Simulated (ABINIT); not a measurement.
# BaZrO3 (Pm-3m) in ABINIT: a series of runs

The runs below take BaZrO3 through band structure, with BLYP, SOGGA, WC, PBE.

Program: ABINIT 10.8.3 (patched build). These are calculated values, not measurements. Logs are shortened: lines on timing, memory, paths and dates and some standing lists are left out, and cuts for length are marked. The log counts tension as positive stress, the text compression.

### 1 The crystal as given

The structure is cubic, space group Pm-3m (No. 221). The conventional cell has a = 4.191 Å, b = 4.191 Å, c = 4.191 Å, α = 90.00°, β = 90.00°, γ = 90.00°. Ba (site symmetry m-3m) is surrounded by 12 O at 2.96 Å. Zr (site symmetry m-3m) has 6 O at 2.10 Å as nearest neighbours. O (site symmetry 4/mmm) has 2 Zr at 2.10 Å as nearest neighbours.

### 2 Band structure, BLYP

Input file run.abi:

```
ndtset 2

pp_dirpath "./"
pseudos "Ba.GGA_PBE-JTH.xml, Zr.GGA_PBE-JTH.xml, O.GGA_PBE-JTH.xml"

acell 3*1.0 Angstrom
rprim
     4.1913400000     0.0000000000     0.0000000000
     0.0000000000     4.1913400000     0.0000000000
     0.0000000000     0.0000000000     4.1913400000
ntypat 3
znucl 56 40 8
natom 5
typat 1 2 3 3 3
xred
     0.0000000000     0.0000000000     0.0000000000
     0.5000000000     0.5000000000     0.5000000000
     0.5000000000     0.5000000000     0.0000000000
     0.5000000000     0.0000000000     0.5000000000
     0.0000000000     0.5000000000     0.5000000000

ecut 23.0
pawecutdg 45.0

ixc -106131

occopt 3
tsmear 0.00183747

nstep 100

iomode 3
prtwf 0
prteig 0
prtebands 0
enunit 1
prtden1 1

kptopt1 1
ngkpt1 6 6 6
nshiftk1 1
shiftk1 0.0 0.0 0.0
nband1 24
tolvrs1 1.0e-9

iscf2 -2
getden2 1
nband2 30
nbdbuf2 4
tolwfr2 1.0e-11
kptopt2 -5
ndivsm2 6
prteig2 1
kptbounds2
     0.0000000000     0.0000000000     0.0000000000
     0.0000000000     0.5000000000     0.0000000000
     0.5000000000     0.5000000000     0.0000000000
     0.0000000000     0.0000000000     0.0000000000
     0.5000000000     0.5000000000     0.5000000000
     0.0000000000     0.5000000000     0.0000000000
```

Potentials or basis: JTH PAW PBE v2.0.

Run with:

```bash
$ abinit run.abi > log 2>&1
```

run.abo:

```text
.Version 10.8.3 of ABINIT
 DATASET    1 : space group Pm -3 m (#221); Bravais cP (primitive cubic)
================================================================================
 Values of the parameters that define the memory need for DATASET  1.
     intxc =       0    ionmov =       0      iscf =      17    lmnmax =      18
     lnmax =       6     mgfft =      36  mpssoang =       3    mqgrid =    3001
     natom =       5  nloc_mem =       2    nspden =       1   nspinor =       1
    nsppol =       1      nsym =      48    n1xccc =       1    ntypat =       3
    occopt =       3   xclevel =       2
       mpw =        2632          nfft =       46656          nkpt =          20
 PAW method is used; the additional fine FFT grid is defined by:
   mgfftf=        48    nfftf =    110592
================================================================================
================================================================================

 DATASET    2 : space group Pm -3 m (#221); Bravais cP (primitive cubic)
================================================================================
 Values of the parameters that define the memory need for DATASET  2.
     intxc =       0    ionmov =       0      iscf =      -2    lmnmax =      18
     lnmax =       6     mgfft =      36  mpssoang =       3    mqgrid =    3001
     natom =       5  nloc_mem =       2    nspden =       1   nspinor =       1
    nsppol =       1      nsym =      48    n1xccc =       1    ntypat =       3
    occopt =       3   xclevel =       2
       mpw =        2657          nfft =       46656          nkpt =          39
 PAW method is used; the additional fine FFT grid is defined by:
   mgfftf=        48    nfftf =    110592
================================================================================
================================================================================

--------------------------------------------------------------------------------
------------- Echo of variables that govern the present computation ------------
--------------------------------------------------------------------------------
 -outvars: echo values of preprocessed input variables --------
            acell      1.8897261259E+00  1.8897261259E+00  1.8897261259E+00 Bohr
              amu      1.37327000E+02  9.12240000E+01  1.59994000E+01
             ecut      2.30000000E+01 Hartree
           enunit           1
           getden1          0
           getden2          1
             iscf1         17
             iscf2         -2
              ixc     -106131
           jdtset        1    2
           kptopt1          1
           kptopt2         -5
         kptrlatt        6    0    0      0    6    0      0    0    6
          kptrlen1     4.75229082E+01
          kptrlen2     3.00000000E+01
            natom           5
            nband1         24
            nband2         30
           nbdbuf1          0
           nbdbuf2          4
           ndtset           2
           ndivsm1          0
           ndivsm2          6
            ngfft          36      36      36
          ngfftdg          48      48      48
             nkpt1         20
             nkpt2         39
            nstep         100
             nsym          48
           ntypat           3
           occopt           3
        pawecutdg      4.50000000E+01 Hartree
         pawxcdev           0
        prtebands           0
           prteig1          0
           prteig2          1
            prtwf           0
            rprim      4.1913400000E+00  0.0000000000E+00  0.0000000000E+00
                       0.0000000000E+00  4.1913400000E+00  0.0000000000E+00
                       0.0000000000E+00  0.0000000000E+00  4.1913400000E+00
           shiftk1     0.00000000E+00  0.00000000E+00  0.00000000E+00
           shiftk2     5.00000000E-01  5.00000000E-01  5.00000000E-01
          spgroup         221
           tolvrs1     1.00000000E-09
           tolvrs2     0.00000000E+00
           tolwfr1     0.00000000E+00
           tolwfr2     1.00000000E-11
           tsmear      1.83747000E-03 Hartree
            typat      1  2  3  3  3
           useylm           1
           xangst      0.0000000000E+00  0.0000000000E+00  0.0000000000E+00
                       2.0956700000E+00  2.0956700000E+00  2.0956700000E+00
                       2.0956700000E+00  2.0956700000E+00  0.0000000000E+00
                       2.0956700000E+00  0.0000000000E+00  2.0956700000E+00
                       0.0000000000E+00  2.0956700000E+00  2.0956700000E+00
            xcart      0.0000000000E+00  0.0000000000E+00  0.0000000000E+00
                       3.9602423503E+00  3.9602423503E+00  3.9602423503E+00
                       3.9602423503E+00  3.9602423503E+00  0.0000000000E+00
                       3.9602423503E+00  0.0000000000E+00  3.9602423503E+00
[... 277 lines left out ...]
  8.12E-12  9.76E-12  5.08E-12  4.71E-06  4.05E-12  4.19E-12
 -1.5384E+00 -7.3983E-01 -7.3427E-01 -7.3427E-01 -7.3427E-01 -4.0543E-01
 -3.9515E-01 -3.9515E-01 -1.9155E-01 -1.9155E-01 -1.9155E-01  1.4097E-01
  1.4097E-01  1.4097E-01  1.5758E-01  1.5758E-01  1.5758E-01  1.8506E-01
  1.8506E-01  1.8506E-01  3.1391E-01  3.1391E-01  3.1391E-01  3.7050E-01
  3.7050E-01  4.1941E-01  4.6755E-01  4.6756E-01  5.0644E-01  5.0644E-01
 Non-SCF case, kpt    2 (  0.00000  0.08333  0.00000), residuals and eigenvalues=
[... 365 lines left out ...]
 -3.9314E-01 -3.6111E-01 -1.8987E-01 -1.8842E-01 -1.8477E-01  6.0660E-02
  1.1327E-01  1.2176E-01  1.2267E-01  1.2543E-01  1.4400E-01  1.4523E-01
  1.7153E-01  1.7232E-01  3.3513E-01  4.0352E-01  4.0395E-01  4.3790E-01
  4.4820E-01  4.7037E-01  4.7367E-01  5.0183E-01  5.0624E-01  5.3509E-01
 Non-SCF case, kpt   39 (  0.00000  0.50000  0.00000), residuals and eigenvalues=
  3.36E-12  6.96E-12  9.15E-12  5.09E-12  9.57E-12  3.00E-12  2.57E-12  4.49E-12
  3.10E-12  9.77E-12  5.48E-12  3.73E-12  2.68E-12  4.33E-12  7.17E-12  1.76E-12
  4.19E-12  8.57E-12  3.54E-12  5.66E-12  5.42E-12  5.35E-12  6.43E-12  8.18E-12
  8.10E-12  9.98E-12  3.96E-11  1.29E-09  1.33E-08  2.48E-09
 -1.5383E+00 -7.4890E-01 -7.3403E-01 -7.3403E-01 -7.3176E-01 -4.1177E-01
 -3.9430E-01 -3.6076E-01 -1.8906E-01 -1.8906E-01 -1.8396E-01  6.0857E-02
  1.2476E-01  1.2476E-01  1.2962E-01  1.3084E-01  1.3084E-01  1.3330E-01
  1.7669E-01  1.7669E-01  3.2937E-01  4.0379E-01  4.0379E-01  4.3400E-01
  4.4360E-01  4.6538E-01  4.6701E-01  5.0930E-01  5.0930E-01  5.2323E-01

--- !ResultsGS
iteration_state: {dtset: 2, }
comment   : Summary of ground state results
lattice_vectors:
- [  7.9204847,   0.0000000,   0.0000000, ]
- [  0.0000000,   7.9204847,   0.0000000, ]
- [  0.0000000,   0.0000000,   7.9204847, ]
lattice_lengths: [   7.92048,    7.92048,    7.92048, ]
lattice_angles: [ 90.000,  90.000,  90.000, ] # degrees, (23, 13, 12)
lattice_volume:   4.9688430E+02
convergence: {deltae:  0.000E+00, res2:  0.000E+00, residm:  9.985E-12, diffor:  0.000E+00, }
etotal    :  -1.22138366E+02
entropy   :   0.00000000E+00
fermie    :   2.55201520E-01
cartesian_stress_tensor: null
pressure_GPa: null
xred      :
- [  0.0000E+00,   0.0000E+00,   0.0000E+00, Ba]
- [  5.0000E-01,   5.0000E-01,   5.0000E-01, Zr]
- [  5.0000E-01,   5.0000E-01,   0.0000E+00,  O]
- [  5.0000E-01,   0.0000E+00,   5.0000E-01,  O]
- [  0.0000E+00,   5.0000E-01,   5.0000E-01,  O]
cartesian_forces: null
force_length_stats: {min: null, max: null, mean: null, }
...

 Integrated electronic density in atomic spheres:
 ------------------------------------------------
 Atom  Sphere_radius  Integrated_density
    1        2.31519          6.50206052
    2        2.22030          8.99972956
    3        1.41465          4.56972063
    4        1.41465          4.56972063
    5        1.41465          4.56972063

================================================================================

 ----iterations are completed or convergence reached----

 Mean square residual over all n,k,spin=   51.322E-13; max=  99.846E-13
 reduced coordinates (array xred) for    5 atoms
       0.000000000000      0.000000000000      0.000000000000
       0.500000000000      0.500000000000      0.500000000000
       0.500000000000      0.500000000000      0.000000000000
       0.500000000000      0.000000000000      0.500000000000
       0.000000000000      0.500000000000      0.500000000000

 cartesian coordinates (angstrom) at end:
    1      0.00000000000000     0.00000000000000     0.00000000000000
    2      2.09567000000000     2.09567000000000     2.09567000000000
    3      2.09567000000000     2.09567000000000     0.00000000000000
    4      2.09567000000000     0.00000000000000     2.09567000000000
    5      0.00000000000000     2.09567000000000     2.09567000000000
 length scales=  1.889726125908  1.889726125908  1.889726125908 bohr
              =  1.000000000000  1.000000000000  1.000000000000 angstroms
 Eigenvalues (   eV  ) for nkpt=  39  k points:
 kpt#   1, nband= 30, wtk=  1.00000, kpt=  0.0000  0.0000  0.0000 (reduced coord)
 -41.86222  -20.13178  -19.98058  -19.98058  -19.98058  -11.03240  -10.75269  -10.75269
  -5.21247   -5.21247   -5.21247    3.83599    3.83599    3.83599    4.28798    4.28798
   4.28798    5.03562    5.03562    5.03562    8.54193    8.54193    8.54193   10.08188
  10.08188   11.41286   12.72281   12.72297   13.78107   13.78107
 kpt#   2, nband= 30, wtk=  1.00000, kpt=  0.0000  0.0833  0.0000 (reduced coord)
 -41.86200  -20.15105  -19.98012  -19.98012  -19.97409  -11.02563  -10.75114  -10.71381
  -5.20799   -5.20799   -5.19840    3.72923    3.81319    3.81319    4.22037    4.22037
   4.23598    4.83890    5.00940    5.00940    8.56594    8.70288    8.70288   10.19378
  10.19758   11.56540   12.72335   12.95292   13.71495   13.81456
 kpt#   3, nband= 30, wtk=  1.00000, kpt=  0.0000  0.1667  0.0000 (reduced coord)
 -41.86139  -20.20009  -19.97894  -19.97894  -19.95932  -11.03973  -10.74697  -10.57173
  -5.19570   -5.19570   -5.16014    3.39316    3.74679    3.74679    4.05055    4.05055
   4.10091    4.40942    4.95078    4.95078    8.63390    9.13156    9.13156   10.49887
  10.52244   11.97685   12.72424   13.49652   13.54625   13.89225
 kpt#   4, nband= 30, wtk=  1.00000, kpt=  0.0000  0.2500  0.0000 (reduced coord)
 -41.86055  -20.26249  -19.97729  -19.97729  -19.94234  -11.08798  -10.74120  -10.33965
[... 164 lines left out ...]
 -41.85787  -20.34495  -20.01073  -20.00939  -19.93604  -11.02178  -10.60680   -9.85016
  -5.22843   -5.09491   -5.09222    1.63777    2.64980    3.09634    3.19124    3.41755
   4.25508    4.27294    4.29605    4.42915    9.52842   11.00846   11.02043   12.18380
  12.45723   13.21209   13.24565   13.41071   13.68277   15.11843
 kpt#  38, nband= 30, wtk=  1.00000, kpt=  0.0625  0.5000  0.0625 (reduced coord)
 -41.85859  -20.36988  -19.98361  -19.98319  -19.91853  -11.15762  -10.69787   -9.82641
  -5.16651   -5.12726   -5.02790    1.65064    3.08223    3.31338    3.33798    3.41316
   3.91831    3.95191    4.66768    4.68908    9.11941   10.98032   10.99204   11.91587
  12.19626   12.79935   12.88919   13.65548   13.77548   14.56041
 kpt#  39, nband= 30, wtk=  1.00000, kpt=  0.0000  0.5000  0.0000 (reduced coord)
 -41.85884  -20.37869  -19.97390  -19.97390  -19.91223  -11.20477  -10.72951   -9.81665
  -5.14449   -5.14449   -5.00585    1.65600    3.39490    3.39490    3.52708    3.56035
   3.56035    3.62726    4.80804    4.80804    8.96270   10.98775   10.98775   11.80986
  12.07095   12.66369   12.70802   13.85878   13.85878   14.23769

== END DATASET(S) ==============================================================
================================================================================

 -outvars: echo values of variables after computation  --------
            acell      1.8897261259E+00  1.8897261259E+00  1.8897261259E+00 Bohr
           etotal1    -1.2213836572E+02
            fcart1    -0.0000000000E+00 -0.0000000000E+00 -0.0000000000E+00
                      -0.0000000000E+00 -0.0000000000E+00 -0.0000000000E+00
                      -0.0000000000E+00 -0.0000000000E+00 -0.0000000000E+00
                      -0.0000000000E+00 -0.0000000000E+00 -0.0000000000E+00
                      -0.0000000000E+00 -0.0000000000E+00 -0.0000000000E+00
            rprim      4.1913400000E+00  0.0000000000E+00  0.0000000000E+00
                       0.0000000000E+00  4.1913400000E+00  0.0000000000E+00
                       0.0000000000E+00  0.0000000000E+00  4.1913400000E+00
           strten1    -3.1534564395E-04 -3.1534564395E-04 -3.1534564395E-04
                       0.0000000000E+00  0.0000000000E+00  0.0000000000E+00
           xangst      0.0000000000E+00  0.0000000000E+00  0.0000000000E+00
                       2.0956700000E+00  2.0956700000E+00  2.0956700000E+00
                       2.0956700000E+00  2.0956700000E+00  0.0000000000E+00
                       2.0956700000E+00  0.0000000000E+00  2.0956700000E+00
                       0.0000000000E+00  2.0956700000E+00  2.0956700000E+00
             xred      0.0000000000E+00  0.0000000000E+00  0.0000000000E+00
                       5.0000000000E-01  5.0000000000E-01  5.0000000000E-01
                       5.0000000000E-01  5.0000000000E-01  0.0000000000E+00
                       5.0000000000E-01  0.0000000000E+00  5.0000000000E-01
                       0.0000000000E+00  5.0000000000E-01  5.0000000000E-01
 Calculation completed.
```

It took 2.8 min on 1 thread of Intel Xeon at 2.70GHz, shared host; peak memory 0.16 GiB.

Results:

```
Free energy                                           : -3323.5542 eV
Pressure                                              : 9.3 GPa
Band gap on the k mesh                                : 3.29 eV, indirect (least direct gap 3.51 eV)
Band gap along the path                               : 3.29 eV, indirect (least direct gap 3.51 eV)
Valence electrons inside the program's atomic spheres : Ba 6.50; Zr 9.00; O 4.57
```

Levels at the corners of the path, in eV from the valence-band top:
```
point  band 16  band 17  band 18  band 19  band 20  band 21  band 22  band 23  band 24  band 25
    Γ    -0.97    -0.97    -0.22    -0.22    -0.22     3.29     3.29     3.29     4.83     4.83
    X    -1.70    -1.70    -1.63    -0.45    -0.45     3.71     5.73     5.73     6.55     6.81
    M    -2.34    -0.91    -0.91    -0.78    -0.07     5.71     5.71     6.51     6.62     7.75
    Γ    -0.97    -0.97    -0.22    -0.22    -0.22     3.29     3.29     3.29     4.83     4.83
    R    -2.50    -2.50     0.00     0.00     0.00     6.13     6.13     6.13     7.00     7.00
    X    -1.70    -1.70    -1.63    -0.45    -0.45     3.71     5.73     5.73     6.55     6.81
```

Caveat: this set's barium file shifts pressures by 1.5 GPa and gaps by 0.1 eV against other sets; the PAW data sets were made with another functional, which shifts forces and pressure a little; spin-orbit coupling is left out, which moves the levels of the heavy elements.

### 3 Band structure, SOGGA

Changes to run.abi since step 2:

```diff
@@ -1,3 +1,5 @@
+# Datasets: ground state, then fixed potential
 ndtset 2
 
+# Pseudopotentials
 pp_dirpath "./"
@@ -5,7 +7,8 @@
 
-acell 3*1.0 Angstrom
+# Structure
+acell 4.19134 4.19134 4.19134 Angstrom
 rprim
-     4.1913400000     0.0000000000     0.0000000000
-     0.0000000000     4.1913400000     0.0000000000
-     0.0000000000     0.0000000000     4.1913400000
+     1.0000000000     0.0000000000     0.0000000000
+     0.0000000000     1.0000000000     0.0000000000
+     0.0000000000     0.0000000000     1.0000000000
 ntypat 3
@@ -21,2 +24,3 @@
 
+# Plane-wave basis
 ecut 23.0
@@ -24,4 +28,6 @@
 
-ixc -106131
+# Exchange and correlation
+ixc -150130
 
+# Bands and occupations
 occopt 3
@@ -29,4 +35,6 @@
 
+# SCF cycle
 nstep 100
 
+# Output
 iomode 3
@@ -38,2 +46,3 @@
 
+# Dataset 1
 kptopt1 1
@@ -45,2 +54,3 @@
 
+# Dataset 2: bands along G-X-M-G-R-X
 iscf2 -2
@@ -53,2 +63,3 @@
 prteig2 1
+prtvol2 -3
 kptbounds2
```

Potentials or basis: JTH PAW PBE v2.0.

Run with:

```bash
$ abinit run.abi > log 2>&1
```

run.abo:

```text
.Version 10.8.3 of ABINIT
 DATASET    1 : space group Pm -3 m (#221); Bravais cP (primitive cubic)
================================================================================
 Values of the parameters that define the memory need for DATASET  1.
     intxc =       0    ionmov =       0      iscf =      17    lmnmax =      18
     lnmax =       6     mgfft =      36  mpssoang =       3    mqgrid =    3001
     natom =       5  nloc_mem =       2    nspden =       1   nspinor =       1
    nsppol =       1      nsym =      48    n1xccc =       1    ntypat =       3
    occopt =       3   xclevel =       2
       mpw =        2632          nfft =       46656          nkpt =          20
 PAW method is used; the additional fine FFT grid is defined by:
   mgfftf=        48    nfftf =    110592
================================================================================
================================================================================

 DATASET    2 : space group Pm -3 m (#221); Bravais cP (primitive cubic)
================================================================================
[... 992 lines left out ...]

 -outvars: echo values of variables after computation  --------
            acell      7.9204847006E+00  7.9204847006E+00  7.9204847006E+00 Bohr
           etotal1    -1.2183500746E+02
            fcart1    -0.0000000000E+00 -0.0000000000E+00 -0.0000000000E+00
                      -0.0000000000E+00 -0.0000000000E+00 -0.0000000000E+00
                      -0.0000000000E+00 -0.0000000000E+00 -0.0000000000E+00
                      -0.0000000000E+00 -0.0000000000E+00 -0.0000000000E+00
                      -0.0000000000E+00 -0.0000000000E+00 -0.0000000000E+00
           strten1     5.8439924753E-05  5.8439924753E-05  5.8439924753E-05
                       0.0000000000E+00  0.0000000000E+00  0.0000000000E+00
           xangst      0.0000000000E+00  0.0000000000E+00  0.0000000000E+00
                       2.0956700000E+00  2.0956700000E+00  2.0956700000E+00
                       2.0956700000E+00  2.0956700000E+00  0.0000000000E+00
                       2.0956700000E+00  0.0000000000E+00  2.0956700000E+00
                       0.0000000000E+00  2.0956700000E+00  2.0956700000E+00
             xred      0.0000000000E+00  0.0000000000E+00  0.0000000000E+00
                       5.0000000000E-01  5.0000000000E-01  5.0000000000E-01
                       5.0000000000E-01  5.0000000000E-01  0.0000000000E+00
                       5.0000000000E-01  0.0000000000E+00  5.0000000000E-01
                       0.0000000000E+00  5.0000000000E-01  5.0000000000E-01
 Calculation completed.
```

It took 2.5 min on 1 thread of Intel Xeon at 2.70GHz, shared host; peak memory 0.16 GiB.

What came out:

| Quantity | Value |
| --- | --- |
| Free energy | -3315.2994 eV |
| Pressure | -1.7 GPa |
| Band gap on the k mesh | 3.09 eV, indirect (least direct gap 3.30 eV) |
| Band gap along the path | 3.09 eV, indirect (least direct gap 3.30 eV) |
| Valence electrons inside the program's atomic spheres | Ba 6.48; Zr 9.01; O 4.52 |

Levels at the corners of the path, in eV from the valence-band top:
```tsv
point	band 17	band 18	band 19	band 20	band 21	band 22	band 23	band 24
Γ	-1.01	-0.22	-0.22	-0.22	3.09	3.09	3.09	4.51
X	-1.77	-1.73	-0.45	-0.45	3.54	5.69	5.69	6.34
M	-0.95	-0.95	-0.79	-0.07	5.65	5.65	6.42	6.43
Γ	-1.01	-0.22	-0.22	-0.22	3.09	3.09	3.09	4.51
R	-2.57	0.00	0.00	0.00	5.88	5.88	5.88	7.01
X	-1.77	-1.73	-0.45	-0.45	3.54	5.69	5.69	6.34
```

Caveat: this set's barium file shifts pressures by 1.5 GPa and gaps by 0.1 eV against other sets; the PAW data sets were made with another functional, which shifts forces and pressure a little; spin-orbit coupling is left out, which moves the levels of the heavy elements.

(Continued in part 2 of 2.)
